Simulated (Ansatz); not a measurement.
Input, command and steps of an Ansatz relaxation.

```yaml
crystal:
  lattice:
    - [3.9265003297, -2.1306145831, 0.0]
    - [3.9265003297, 2.1306145831, 0.0]
    - [0.0, 0.0, 8.2928526524]
  atoms:
    - { symbol: Cl, position: [0.1132250956, 0.8867749044, 0.1065145955] }
    - { symbol: Cl, position: [0.6132250956, 0.3867749044, 0.3934854045] }
    - { symbol: Cl, position: [0.8867749044, 0.1132250956, 0.8934854045] }
    - { symbol: Cl, position: [0.3867749044, 0.6132250956, 0.6065145955] }
basis:
  ecutwfc: 420
kpoints:
  mp_grid: { grid: [8, 8, 4] }
hamiltonian:
  xc: pbe
scf:
  occupations: { method: gaussian, width: 0.02 }
output:
  forces: true
  stress: true
  eigenvalues: true
relax:
  adjacent_minimum: "off"
  f_tol: 0.008
  max_steps: 50
  cell: { stress_tol: 0.08, p_target: 2.0 }
```

```bash
ansatz run input.yaml --threads 1 --pin off --max-ram 2560MiB --backend cpu --events-out ev --progress --plain --runs-dir out
```

Computed with DFT PBE, scalar-relativistic, plane waves, PAW (Ansatz).

Of 10 frames 9 are shown, positions in Å and forces in eV/Å; the SCF threshold varies from step to step. Steps run on the plane waves of an earlier cell, with a Pulay correction in the pressure. The basis is chosen afresh for the last frame, the zero of the energies, and at times for earlier ones too; energy and pressure can step there, also at an unchanged geometry. Where two frames share a geometry here, they differ by under 2 meV/atom and 0.3 GPa. The relaxation lowers the enthalpy F + PV at the target pressure, so the free energy itself can rise.

```xyz
4
Lattice="3.9265 -2.1306 0.0000 3.9265 2.1306 0.0000 0.0000 0.0000 8.2929" Properties=species:S:1:pos:R:3:forces:R:3 pbc="T T T" step=1 free_energy_over_end_meV_per_atom=-37.54 pressure_GPa=0.45
Cl    3.9265    1.6481    0.8833    0.0000   -0.1118    0.1896
Cl    3.9265   -0.4825    3.2631    0.0000   -0.1118   -0.1896
Cl    3.9265   -1.6481    7.4095    0.0000    0.1118   -0.1896
Cl    3.9265    0.4825    5.0297    0.0000    0.1118    0.1896
4
Lattice="3.7351 -2.0377 0.0000 3.7351 2.0377 0.0000 0.0000 0.0000 7.9840" Properties=species:S:1:pos:R:3:forces:R:3 pbc="T T T" step=2 free_energy_over_end_meV_per_atom=-27.47 pressure_GPa=1.34
Cl    3.7351    1.5479    0.8826    0.0000   -0.1689    0.1793
Cl    3.7351   -0.4898    3.1094    0.0000   -0.1689   -0.1793
Cl    3.7351   -1.5479    7.1014    0.0000    0.1689   -0.1793
Cl    3.7351    0.4898    4.8746    0.0000    0.1689    0.1793
4
Lattice="3.5436 -1.9739 0.0000 3.5436 1.9739 0.0000 0.0000 0.0000 7.9147" Properties=species:S:1:pos:R:3:forces:R:3 pbc="T T T" step=3 free_energy_over_end_meV_per_atom=-15.56 pressure_GPa=1.38
Cl    3.5436    1.4531    0.8792    0.0000    0.0243   -0.0400
Cl    3.5436   -0.5209    3.0781    0.0000    0.0243    0.0400
Cl    3.5436   -1.4531    7.0355    0.0000   -0.0243    0.0400
Cl    3.5436    0.5209    4.8366    0.0000   -0.0243   -0.0400
4
Lattice="3.3517 -1.9468 0.0000 3.3517 1.9468 0.0000 0.0000 0.0000 7.8981" Properties=species:S:1:pos:R:3:forces:R:3 pbc="T T T" step=4 free_energy_over_end_meV_per_atom=-0.98 pressure_GPa=2.22
Cl    3.3517    1.4260    0.8755    0.0000   -0.0074    0.0468
Cl    3.3517   -0.5209    3.0735    0.0000   -0.0074   -0.0468
Cl    3.3517   -1.4260    7.0226    0.0000    0.0074   -0.0468
Cl    3.3517    0.5209    4.8246    0.0000    0.0074    0.0468
4
Lattice="3.1554 -1.9911 0.0000 3.1554 1.9911 0.0000 0.0000 0.0000 8.1805" Properties=species:S:1:pos:R:3:forces:R:3 pbc="T T T" step=5 free_energy_over_end_meV_per_atom=-0.73 pressure_GPa=1.11
Cl    3.1554    1.5070    0.9044    0.0000    0.1114   -0.2427
Cl    3.1554   -0.4840    3.1859    0.0000    0.1114    0.2427
Cl    3.1554   -1.5070    7.2761    0.0000   -0.1114    0.2427
Cl    3.1554    0.4840    4.9947    0.0000   -0.1114   -0.2427
4
Lattice="3.1839 -2.0195 0.0000 3.1839 2.0195 0.0000 0.0000 0.0000 7.9450" Properties=species:S:1:pos:R:3:forces:R:3 pbc="T T T" step=6 free_energy_over_end_meV_per_atom=-1.64 pressure_GPa=1.98
Cl    3.1839    1.4985    0.8721    0.0000   -0.0144    0.0289
Cl    3.1839   -0.5211    3.1004    0.0000   -0.0144   -0.0289
Cl    3.1839   -1.4985    7.0729    0.0000    0.0144   -0.0289
Cl    3.1839    0.5211    4.8446    0.0000    0.0144    0.0289
4
Lattice="3.1898 -1.9967 0.0000 3.1898 1.9967 0.0000 0.0000 0.0000 7.9797" Properties=species:S:1:pos:R:3:forces:R:3 pbc="T T T" step=7 free_energy_over_end_meV_per_atom=-0.21 pressure_GPa=1.99
Cl    3.1898    1.4835    0.8783    0.0000   -0.0010    0.0048
Cl    3.1898   -0.5132    3.1116    0.0000   -0.0010   -0.0048
Cl    3.1898   -1.4835    7.1014    0.0000    0.0010   -0.0048
Cl    3.1898    0.5132    4.8681    0.0000    0.0010    0.0048
4
Lattice="3.2017 -1.9854 0.0000 3.2017 1.9854 0.0000 0.0000 0.0000 7.9938" Properties=species:S:1:pos:R:3:forces:R:3 pbc="T T T" step=8 free_energy_over_end_meV_per_atom=-0.17 pressure_GPa=1.99
Cl    3.2017    1.4770    0.8819    0.0000    0.0013   -0.0088
Cl    3.2017   -0.5084    3.1150    0.0000    0.0013    0.0088
Cl    3.2017   -1.4770    7.1119    0.0000   -0.0013    0.0088
Cl    3.2017    0.5084    4.8788    0.0000   -0.0013   -0.0088
4
Lattice="3.2003 -1.9848 0.0000 3.2003 1.9848 0.0000 0.0000 0.0000 7.9974" Properties=species:S:1:pos:R:3:forces:R:3 pbc="T T T" step=10 free_energy_over_end_meV_per_atom=0.00 pressure_GPa=1.98
Cl    3.2003    1.4743    0.8806    0.0000    0.0072   -0.0027
Cl    3.2003   -0.5105    3.1180    0.0000    0.0072    0.0027
Cl    3.2003   -1.4743    7.1167    0.0000   -0.0072    0.0027
Cl    3.2003    0.5105    4.8793    0.0000   -0.0072   -0.0027
```

It took 73 s on 1 thread of Arm Neoverse V2, on a shared host, peak memory 0.42 GiB.

The cell holds molecules, and where no dispersion correction was added their binding is poorly described.